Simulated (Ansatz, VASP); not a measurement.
# Cu: VASP beside Ansatz

The input INCAR:

```
ALGO = Normal
EDIFF = 1E-6
ENCUT = 520
ISIF = 2
ISMEAR = -1
LASPH = T
LCHARG = F
LREAL = F
LWAVE = F
NBANDS = 12
NELM = 80
PREC = Accurate
SIGMA = 0.05
```

Contents of KPOINTS:

```
k-points
0
Gamma
  13 13 13
```

File POSCAR:

```
Cu
1.0
   -1.4232937226      1.4232937226      1.3574834749
    1.4232937226     -1.4232937226      1.3574834749
    1.4232937226      1.4232937226     -1.3574834749
Cu
1
Direct
    0.0000000000      0.0000000000      0.0000000000
```

File input.yaml:

```yaml
crystal:
  lattice:
    - [-1.4232937226, 1.4232937226, 1.3574834749]
    - [1.4232937226, -1.4232937226, 1.3574834749]
    - [1.4232937226, 1.4232937226, -1.3574834749]
  atoms:
    - { symbol: Cu, position: [0.0, 0.0, 0.0] }
hamiltonian:
  xc: lda
  pseudopotentials: { kind: paw }
kpoints:
  mp_grid: { grid: [13, 13, 13] }
scf:
  occupations: { method: fermi_dirac, width: 0.05 }
output:
  forces: true
  stress: true
  eigenvalues: true
```

This isn't the form of Cu at room conditions, which is fcc.

Alike in both runs: task single point; functional LDA; k mesh 13 × 13 × 13; occupations fermi-dirac, width 0.05 eV; no spin polarisation.

|  | VASP | Ansatz |
| --- | --- | --- |
| version | VASP 6.6.1 | Ansatz 0.2.0 |
| potentials or method | VASP PAW LDA potentials, release 64 (Cu) | Ansatz PAW |
| plane-wave cutoff (eV) | 520 | 420 |
| valence electrons in the cell | 11 | 19 |

Ansatz gave:

```
gap on the k mesh at the Fermi level (eV) : none
pressure (GPa)                            : -1.2
```

Task: Which values does VASP return?

Result: gap on the k mesh at the Fermi level (eV): none; pressure (GPa): -0.3.

A gap of «none» marks a metal or a gap that the smearing closes. The two sets of potentials don't hold the same shells in valence.

Caveats: the PAW data sets come from PBE, with cores solved anew for the run's functional, which leaves a small shift of forces and pressure (Ansatz).
